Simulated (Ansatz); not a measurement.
La:

```
La
1.0
    -2.12383    2.12383    2.12383
     2.12383   -2.12383    2.12383
     2.12383    2.12383   -2.12383
La
1
Direct
  0.00000 0.00000 0.00000
```

This isn't the form of La at room conditions, which is double hcp.

```yaml
Program: Ansatz 0.2.0
Task: single point
Functional: PBEsol
Potentials_or_basis: all-electron LAPW, scalar-relativistic
Cutoff: 123 eV (chosen from the basis error)
Basis_error_allowed: 0.001 eV/atom
k_mesh: 9 × 9 × 9
Occupations: fermi-dirac, width 0.05 eV
Spin: no spin polarisation
```

On this cell: pressure -2.5 GPa; band gap on the k mesh none (metal or under the smearing width).

The same run follows on a disturbed copy (cell strained at random at fixed volume):

```
CELL_PARAMETERS angstrom
-2.10448 2.17934 2.12452
2.13820 -2.12912 2.10803
2.08475 2.10940 -2.07430
ATOMIC_POSITIONS crystal
La 0.98387 0.98284 0.98506
```

What does the disturbed cell give?

The energy (extrapolated to zero smearing) moves by -0.4 meV/atom; pressure -2.5 GPa; band gap on the k mesh none (metal or under the smearing width).

Stress tensor (GPa, compression positive):
```
-2.79  0.08 -0.11
 0.08 -2.13 -0.15
-0.11 -0.15 -2.68
```
